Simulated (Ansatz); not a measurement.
Wurtzite BeO

These are PBE in Ansatz (plane waves, PAW) values and carry that method's errors.

Numerical settings: plane-wave cutoff 500 eV, 6×6×1 k mesh (along the axes of the cell as run), gaussian smearing 0.02 eV, scalar-relativistic PAW data made under PBE.

Cell: relaxed at this level.

| Quantity | Value |
|---|---|
| surface energy of the (11-20) face | 1.34 J/m² |
| ionisation potential of the slab | 7.35 eV |

The slab of 40 atoms is relaxed and unreconstructed.

The computed numbers hold no vibrational or temperature effects.

The result took about 17 core-minutes (a rough figure).

Ansatz is a quantum-chemistry and plane-wave program.
